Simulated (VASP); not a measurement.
# MgS (Cm) in VASP: further runs

Runs on MgS. Level: PBEsol. Tasks: single point.

All numbers are computed with VASP 6.6.1; they aren't measurements. Logs are shortened: lines on timing, memory, paths and dates and some standing lists are left out, and cuts for length are marked.

### 1 The cell of the first run

It takes space group Cm (No. 8, monoclinic). The conventional cell has a = 6.940 Å, b = 4.007 Å, c = 4.007 Å, α = 90.00°, β = 125.26°, γ = 90.00°. Around Mg (site symmetry m) lie 3 S at 2.27 to 2.46 Å. Around S (site symmetry m) lie 3 Mg at 2.27 to 2.46 Å.

The cell comes from a database or a generator and needn't be the stable form of this composition.

### 2 Single point, PBEsol (all Mg atoms moved +0.225 Å, as atom 1 along Cartesian [1 1 0])

Input file INCAR:

```
SYSTEM = MgS
PREC = Accurate
ENCUT = 520
EDIFF = 1E-6
ISMEAR = 0
SIGMA = 0.05
LREAL = .FALSE.
LASPH = .TRUE.
NELM = 100
ALGO = Fast
ISIF = 2
LWAVE = .FALSE.
LCHARG = .TRUE.
GGA = PS
LELF = .TRUE.
LVHAR = .TRUE.
NBANDS = 11
```

Input file KPOINTS:

```
Automatic mesh
0
G
  8 8 8
  0 0 0
```

Input file POSCAR:

```
MgS
1.0
    0.0000000000      2.8331200468      2.8331200468
    2.8331200468      0.0000000000      2.8331200468
    2.8331200468      2.8331200468      0.0000000000
Mg S
1 1
Direct
    0.0000000000      0.0000000000      0.0561568247
    0.7500000000      0.7500000000      0.7500000000
```

Potentials or basis: VASP PAW PBE potentials, release 64 (Mg, S).

Run with:

```console
cat potpaw_PBE.64/Mg/POTCAR potpaw_PBE.64/S/POTCAR > POTCAR
mpirun -np 1 vasp_std > vasp.out
```

OUTCAR:

```text
SYSTEM = MgS
   PREC = Accurate
   ENCUT = 520
   EDIFF = 1E-6
   ISMEAR = 0
   LREAL = .FALSE.
   LASPH = .TRUE.
   NELM = 100
   ISIF = 2
   GGA = PS

 ion  position               nearest neighbor table
   1  0.000  0.000  0.056-   2 2.27   2 2.46   2 2.46   2 2.64
   2  0.750  0.750  0.750-   1 2.27   1 2.46   1 2.46   1 2.64

  LATTYP: Found a face centered cubic cell.
 ALAT       =     5.6662400936

  Lattice vectors:

 A1 = (   0.0000000000,   2.8331200468,   2.8331200468)
 A2 = (   2.8331200468,   0.0000000000,   2.8331200468)
 A3 = (   2.8331200468,   2.8331200468,   0.0000000000)

Analysis of symmetry for initial positions (statically):
=====================================================================
 Subroutine PRICEL returns:
 Original cell was already a primitive cell.

 Routine SETGRP: Setting up the symmetry group for a
 face centered cubic supercell.

 Subroutine GETGRP returns: Found  2 space group operations
 (whereof  2 operations were pure point group operations)
 out of a pool of 48 trial point group operations.

The static configuration has the point symmetry C_1h.

Analysis of symmetry for dynamics (positions and initial velocities):
=====================================================================
 Subroutine PRICEL returns:
 Original cell was already a primitive cell.

 Routine SETGRP: Setting up the symmetry group for a
 face centered cubic supercell.

 Subroutine GETGRP returns: Found  2 space group operations
 (whereof  2 operations were pure point group operations)
 out of a pool of 48 trial point group operations.

The dynamic configuration has the point symmetry C_1h.

 Subroutine INISYM returns: Found  2 space group operations
 (whereof  2 operations are pure point group operations),
 and found     1 'primitive' translations

----------------------------------------------------------------------------------------

                                     Primitive cell

  volume of cell :      45.4805

  direct lattice vectors                    reciprocal lattice vectors
     0.000000000  2.833120047  2.833120047    -0.176483874  0.176483874  0.176483874
     2.833120047  0.000000000  2.833120047     0.176483874 -0.176483874  0.176483874
     2.833120047  2.833120047  0.000000000     0.176483874  0.176483874 -0.176483874

  length of vectors
     4.006636794  4.006636794  4.006636794     0.305679036  0.305679036  0.305679036

  position of ions in fractional coordinates (direct lattice)
     0.000000000  0.000000000  0.056156825
     0.750000000  0.750000000  0.750000000

  ion indices of the primitive-cell ions
   primitive index   ion index
                 1           1
                 2           2

----------------------------------------------------------------------------------------

 KPOINTS: Automatic mesh

Automatic generation of k-mesh.
 Grid dimensions read from file:
 generate k-points for:    8    8    8

 Generating k-lattice:

  Cartesian coordinates                     Fractional coordinates (reciprocal lattice)
    -0.022060484  0.022060484  0.022060484     0.125000000  0.000000000  0.000000000
     0.022060484 -0.022060484  0.022060484     0.000000000  0.125000000  0.000000000
     0.022060484  0.022060484 -0.022060484     0.000000000  0.000000000  0.125000000

  Length of vectors
     0.038209879  0.038209879  0.038209879

  Shift w.r.t. Gamma in fractional coordinates (k-lattice)
     0.000000000  0.000000000  0.000000000

 Subroutine IBZKPT returns following result:
 ===========================================

 Found    150 irreducible k-points:

 Following reciprocal coordinates:
            Coordinates               Weight
  0.000000  0.000000  0.000000      1.000000
  0.125000  0.000000  0.000000      4.000000
  0.000000  0.000000  0.125000      2.000000
  0.125000  0.125000  0.125000      2.000000
  0.250000  0.000000  0.000000      4.000000
  0.000000  0.000000  0.250000      2.000000
[... 16 lines left out ...]
  0.375000  0.125000  0.000000      4.000000
  0.000000  0.375000  0.125000      4.000000
 [... further k-points ...]
   k-points           NKPTS =    150   k-points in BZ     NKDIM =    150   number of bands    NBANDS=     11
   number of dos      NEDOS =    301   number of ions     NIONS =      2
   total plane-waves  NPLWV =  27000
   dimension x,y,z NGX =    30 NGY =   30 NGZ =   30
   dimension x,y,z NGXF=    60 NGYF=   60 NGZF=   60
   ions per type =               1   1
   NGX,Y,Z   is equivalent  to a cutoff of  12.45, 12.45, 12.45 a.u.
   NGXF,Y,Z  is equivalent  to a cutoff of  24.90, 24.90, 24.90 a.u.
 SYSTEM =  MgS
   PREC   = accura    normal or accurate (medium, high low for compatibility)
   ISTART =      0    job   : 0-new  1-cont  2-samecut
   ICHARG =      2    charge: 1-file 2-atom 10-const
   ISPIN  =      1    spin polarized calculation?
   LNONCOLLINEAR =      F non collinear calculations
   LSORBIT =      F    spin-orbit coupling
   LASPH  =      T    aspherical Exc in radial PAW
   ENCUT  =  520.0 eV  38.22 Ry    6.18 a.u.   7.45  7.45  7.45*2*pi/ulx,y,z
   NELM   =    100;   NELMIN=  2; NELMDL= -5     # of ELM steps
   EDIFF  = 0.1E-05   stopping-criterion for ELM
   LREAL  =      F    real-space projection
   EDIFFG = 0.1E-04   stopping-criterion for IOM
   NSW    =      0    number of steps for IOM
   IBRION =     -1    ionic relax: 0-MD 1-quasi-New 2-CG
   NFREE  =      0    steps in history (QN), initial steepest desc. (CG)
   ISIF   =      2    stress and relaxation
   ISYM   =      2    0-nonsym 1-usesym 2-fastsym
   POTIM  = 0.5000    time-step for ionic-motion
   TEBEG  =    0.0;   TEEND  =   0.0 temperature during run
   PSTRESS=    0.0 pullay stress
   NELECT =       8.0000    total number of electrons
   NUPDOWN=      -1.0000    fix difference up-down
   EMIN   =  10.00;   EMAX   =-10.00  energy-range for DOS
   EFERMI =   0.00;   METHOD = LEGACY
   ISMEAR =     0;   SIGMA  =   0.05  broadening in eV -4-tet -1-fermi 0-gaus
   EFERMI_NEDOS =   21; number of points for ismear=-14 and -15
   IALGO  =     68    algorithm
   IMIX   =      4    mixing-type and parameters
     AMIX     =   0.40;   BMIX     =  1.00
     AMIX_MAG =   1.60;   BMIX_MAG =  1.00
  volume/ion in A,a.u.               =      22.74       153.46
  Fermi-wavevector in a.u.,A,eV,Ry     =   0.917269  1.733386 11.447692  0.841382
  Thomas-Fermi vector in A             =   2.042218
   LORBIT       =      0    0 simple, 1 ext, 2 COOP (PROOUT), +10 PAW based schemes
   GGA     = PS    functional components
   LHFCALC =     F    Hartree Fock is set to
   AEXX    =    0.0000 exact exchange contribution
   IVDW    =     0    specifies the selected vdW correction
   LEPSILON=     F    determine dielectric tensor
   LRPA    =     F    only Hartree local field effects (RPA)
 non-spin polarized calculation
 RMM-DIIS sequential band-by-band and
 Gauss-broadening in eV      SIGMA  =   0.05
  energy-cutoff  :      520.00
  volume of cell :       45.48
 maximum number of plane-waves:      1243
 NGX is ok and might be reduce to    30
   NGX = 15   NGY = 15   NGZ = 15

 number of electron       8.0000001 magnetization

 Free energy of the ion-electron system (eV)
  ---------------------------------------------------
  ext. energy  EPLUGINS =         0.00000000
  ---------------------------------------------------
  free energy    TOTEN  =        -8.77363852 eV

  energy without entropy =       -8.77363852  energy(sigma->0) =       -8.77363852

 E-fermi :   1.4677     XC(G=0):  -8.5645

 val. band max:        1.2453905514   @ k =   0.0000   0.0000   0.0000
 cond. band min:       4.2455763748   @ k =   0.0000   0.0000   0.0000
 fundamental gap:      3.0001858233
 Fermi energy:         1.4676516476

 k-point     1 :       0.0000    0.0000    0.0000
  band No.  band energies     occupation
      1     -10.2870      2.00000
      2       0.7008      2.00000
      3       0.9881      2.00000
      4       1.2454      2.00000
      5       4.2456      0.00000
      6       8.8157      0.00000
      7       8.8693      0.00000
      8       8.9623      0.00000
      9      11.7665      0.00000
     10      11.8582      0.00000
     11      14.1709      0.00000

 k-point     2 :       0.1250    0.0000    0.0000
  band No.  band energies     occupation
      1     -10.1989      2.00000
      2       0.2405      2.00000
      3       0.7333      2.00000
      4       1.1581      2.00000
      5       4.9197      0.00000
      6       8.5715      0.00000
      7       8.9951      0.00000
      8       9.2185      0.00000
      9      11.2786      0.00000
     10      11.3728      0.00000
     11      13.7936      0.00000

 k-point     3 :       0.0000    0.0000    0.1250
  band No.  band energies     occupation
      1     -10.1965      2.00000
      2       0.0522      2.00000
      3       0.9334      2.00000
      4       1.1764      2.00000
      5       4.8890      0.00000
      6       8.6974      0.00000
      7       9.0757      0.00000
      8       9.1081      0.00000
      9      11.1870      0.00000
     10      11.2302      0.00000
     11      13.9864      0.00000

 k-point     4 :       0.1250    0.1250    0.1250
  band No.  band energies     occupation
      1     -10.2015      2.00000
      2       0.4665      2.00000
      3       0.6964      2.00000
      4       0.9367      2.00000
      5       4.9488      0.00000
      6       8.6537      0.00000
      7       8.9059      0.00000
      8       9.1191      0.00000
      9      11.3698      0.00000
     10      11.4752      0.00000
     11      13.6981      0.00000

 k-point     5 :       0.2500    0.0000    0.0000
  band No.  band energies     occupation
      1      -9.9708      2.00000
      2      -0.9151      2.00000
      3       0.5989      2.00000
      4       1.0282      2.00000
      5       5.7844      0.00000
      6       8.5713      0.00000
      7       8.9015      0.00000
      8       9.3260      0.00000
      9      11.2429      0.00000
     10      11.5316      0.00000
     11      12.9370      0.00000
[... 211 lines left out ...]
 k-point    21 :       0.1250   -0.1250   -0.1250
  band No.  band energies     occupation
      1      -9.9863      2.00000
      2      -0.6650      2.00000
      3       0.4549      2.00000
      4       0.9238      2.00000
      5       5.9230      0.00000
      6       8.0050      0.00000
      7       8.9748      0.00000
      8       9.7509      0.00000
      9      10.4357      0.00000
     10      12.0946      0.00000
     11      14.1464      0.00000

 k-point    22 :       0.2500    0.2500    0.1250
  band No.  band energies     occupation
      1      -9.9944      2.00000
      2      -0.4187      2.00000
      3       0.4424      2.00000
      4       0.6430      2.00000
      5       5.9910      0.00000
      6       7.9921      0.00000
      7       8.9283      0.00000
      8       9.3472      0.00000
      9      10.6685      0.00000
     10      12.5512      0.00000
     11      14.0715      0.00000

 k-point    23 :       0.3750    0.1250    0.0000
  band No.  band energies     occupation
      1      -9.7382      2.00000
      2      -1.5366      2.00000
      3       0.3219      2.00000
      4       0.6889      2.00000
      5       6.3319      0.00000
      6       7.9988      0.00000
      7       8.7795      0.00000
      8       9.5023      0.00000
      9      11.5784      0.00000
     10      13.3092      0.00000
     11      13.7890      0.00000

 k-point    24 :       0.0000    0.3750    0.1250
  band No.  band energies     occupation
      1      -9.7410      2.00000
      2      -1.4909      2.00000
      3       0.2297      2.00000
      4       0.7194      2.00000
      5       6.4038      0.00000
      6       7.9464      0.00000
      7       8.9111      0.00000
      8       9.2154      0.00000
      9      11.7496      0.00000
     10      13.4164      0.00000
     11      13.7424      0.00000

 [... further k-points ...]

------------------------ aborting loop because EDIFF is reached ----------------------------------------

  FORCE on cell =-STRESS in cart. coord.  units (eV):
  Direction    XX          YY          ZZ          XY          YZ          ZX
  --------------------------------------------------------------------------------------
  -------------------------------------------------------------------------------------
  Total        0.1159580      0.1159580      0.3915623      0.3922798     -1.0258369     -1.0258369
  in kB        4.0849457      4.0849457     13.7938819     13.8191598    -36.1379889    -36.1379891
  external PRESSURE =       7.3212577 kB  Pullay stress =       0.0000000 kB

 VOLUME and BASIS-vectors are now :
 -----------------------------------------------------------------------------
  energy-cutoff  :      520.00
  volume of cell :       45.48
      direct lattice vectors                 reciprocal lattice vectors
     0.000000000  2.833120047  2.833120047    -0.176483874  0.176483874  0.176483874
     2.833120047  0.000000000  2.833120047     0.176483874 -0.176483874  0.176483874
     2.833120047  2.833120047  0.000000000     0.176483874  0.176483874 -0.176483874

 POSITION                                       TOTAL-FORCE (eV/Angst)
 -----------------------------------------------------------------------------------
      0.15910      0.15910      0.00000        -0.927668     -0.927668      0.500167
      4.24968      4.24968      4.24968         0.927668      0.927668     -0.500167
 -----------------------------------------------------------------------------------
    total drift:                               -0.000033     -0.000033      0.000026

  FREE ENERGIE OF THE ION-ELECTRON SYSTEM (eV)
  ---------------------------------------------------
  free  energy   TOTEN  =        -8.7736385153 eV

  energy  without entropy=       -8.7736385153  energy(sigma->0) =       -8.77363852
```

Wall time 91 s (1 thread of AMD EPYC 7R13 (Zen 3), shared host); peak memory 0.19 GiB.

Results:

```
Free energy            : -8.7736 eV
Pressure               : 0.7 GPa
Largest force          : 1.404 eV/Å
Band gap on the k mesh : 3.00 eV, direct
```

Forces in eV/Å, atoms in the order of the input:
```
Mg  -0.928 -0.928  0.500
S    0.928  0.928 -0.500
```

Stress tensor (GPa, compression positive):
```
 0.41  1.38 -3.61
 1.38  0.41 -3.61
-3.61 -3.61  1.38
```

Caveat: the PAW data sets were made with another functional, which shifts forces and pressure a little. A k mesh can miss the band edges.

### 3 Single point, PBEsol (all Mg atoms moved -0.300 Å, as atom 1 along Cartesian [1 1 0])

Input file INCAR:

```
  PREC = Accurate
  ENCUT = 520
  EDIFF = 1E-6
  ISMEAR = 0
  SIGMA = 0.05
  LREAL = False
  LASPH = True
  NELM = 100
  ALGO = Normal
  ISIF = 2
  LWAVE = False
  LCHARG = False
  GGA = PS
  NBANDS = 11
```

Input file KPOINTS:

```
Automatic mesh
0
Gamma
  8 8 8
```

POSCAR: that of step 2 with these lines changed.

```diff
@@ -8,3 +8,3 @@
 Direct
-    0.0000000000      0.0000000000      0.0561568247
+    0.0000000000      0.0000000000     -0.0748757662
     0.7500000000      0.7500000000      0.7500000000
```

Potentials or basis: VASP PAW PBE potentials, release 64 (Mg, S).

Run with:

```console
cat potpaw_PBE.64/Mg/POTCAR potpaw_PBE.64/S/POTCAR > POTCAR
mpirun -np 1 vasp_std > vasp.out
```

Run time: 67 s. Hardware: 1 thread of AMD EPYC 7R13 (Zen 3), shared host; peak memory 0.19 GiB.

It converged, with:

```
Free energy            : -8.6563 eV
Pressure               : 1.7 GPa
Largest force          : 2.039 eV/Å
Band gap on the k mesh : 2.91 eV, direct
```

Forces in eV/Å, atoms in the order of the input:
```
Mg   1.292  1.292  0.907
S   -1.292 -1.292 -0.907
```

Stress tensor (GPa, compression positive):
```
1.12 2.42 5.09
2.42 1.12 5.09
5.09 5.09 2.98
```

Levels at points of the mesh, in eV from the valence-band top:
```tsv
k point	band 2	band 3	band 4	band 5	band 6	band 7
(0.00, 0.00, 0.00)	-0.71	-0.33	0.00	2.91	7.47	7.58
(0.50, 0.00, 0.00)	-3.51	-0.93	-0.38	4.58	6.96	7.53
(0.00, 0.00, 0.50)	-3.25	-0.98	-0.64	4.62	6.88	7.27
(0.50, 0.50, 0.50)	-3.74	-0.66	-0.38	4.68	7.23	7.53
(0.50, 0.50, 0.00)	-3.23	-1.36	-1.29	3.34	5.13	10.43
(0.00, 0.50, 0.50)	-3.18	-1.56	-1.18	3.36	5.19	10.46
```

Caveat: the PAW data sets were made with another functional, which shifts forces and pressure a little.
